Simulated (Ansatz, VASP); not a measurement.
## One calculation of I, two programs

```
I
1.0
     0.00000    2.33363    3.85700
     2.16262    0.00000    3.85700
     2.16262    2.33363    0.00000
I
1
Direct
  0.00000 0.00000 0.00000
```

Change from the starting cell: volume scaled by 0.96.

Alike in both runs: task single point; functional LDA; k mesh 9 × 9 × 9; occupations fermi-dirac, width 0.05 eV; no spin polarisation.

|  | VASP | Ansatz |
| --- | --- | --- |
| version | VASP 6.6.1 | Ansatz 0.2.0 |
| potentials or method | VASP PAW LDA potentials, release 64 (I), cutoff 520 eV | all-electron LAPW, scalar-relativistic |

|  | VASP | Ansatz | Ansatz less VASP |
| --- | --- | --- | --- |
| gap on the k mesh at the Fermi level (eV) | none | none | - |
| pressure (GPa) | -1.3 | -1.3 | +0.01 |
| largest component of the traceless stress (GPa) | 0.24 | 0.25 | +0.004 |

A gap of «none» marks a metal or a gap that the smearing closes. Ansatz ran all-electron here, so the differences hold the error of VASP's frozen core and of both bases.

Caveats: an odd number of electrons without spin polarisation forces a metal; a magnetic or distorted state may lie lower. The runs have no spin-orbit coupling, so splittings on I are missing.
